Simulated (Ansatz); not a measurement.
# Cs2AgBiBr6 in Ansatz: the effect of Hubbard term

Cs2AgBiBr6:

```
CELL_PARAMETERS angstrom
0.00000 5.61610 5.61610
5.61610 0.00000 5.61610
5.61610 5.61610 0.00000
ATOMIC_POSITIONS crystal
Bi 0.00000 0.00000 0.00000
Cs 0.75000 0.75000 0.75000
Cs 0.25000 0.25000 0.25000
Ag 0.50000 0.50000 0.50000
Br 0.74945 0.74945 0.25055
Br 0.25055 0.25055 0.74945
Br 0.74945 0.25055 0.25055
Br 0.74945 0.25055 0.74945
Br 0.25055 0.74945 0.74945
Br 0.25055 0.74945 0.25055
```

Alike in all runs:

```yaml
Program: Ansatz 0.2.0
Task: band structure
Functional: LDA
Potentials_or_basis: Ansatz PAW
Cutoff: "420 eV (not typed: the program's choice for these potentials)"
k_mesh: 4 × 4 × 4
Occupations: fermi-dirac, width 0.05 eV
Spin: no spin polarisation
Path: "[[\"G\", \"X\", \"W\", \"K\", \"G\", \"L\", \"U\", \"W\", \"L\", \"K\"], [\"U\", \"X\"]]"
Points_for_each_segment_of_the_path: 10
Hubbard_projectors: ortho-atomic (the default)
Double_counting: fll (the default)
```

One run gave: gap on the mesh 1.10 eV; largest force 0.33 eV/Å. Which Hubbard term did it use?
A. none
B. Ag d U = 4 eV
C. Ag d U = 1 eV
D. Ag d U = 5 eV
E. Ag d U = 3 eV

A.

```csv
Hubbard term,gap on the mesh (eV),largest force (eV/Å)
none,1.10,0.33
Ag d U = 1 eV,1.19,0.30
Ag d U = 2 eV,1.27,0.27
Ag d U = 3 eV,1.33,0.25
Ag d U = 4 eV,1.39,0.23
Ag d U = 5 eV,1.44,0.20
Ag d U = 6 eV,1.48,0.19
Ag d U = 8 eV,1.55,0.15
```

Caveats: spin-orbit coupling is left out, which as a rule narrows the gap of such compounds by several tenths of an eV; the PAW data sets come from PBE, with cores solved anew for the run's functional, which leaves a small shift of forces and pressure.

A gap of «none» marks a metal or a gap under the smearing width.
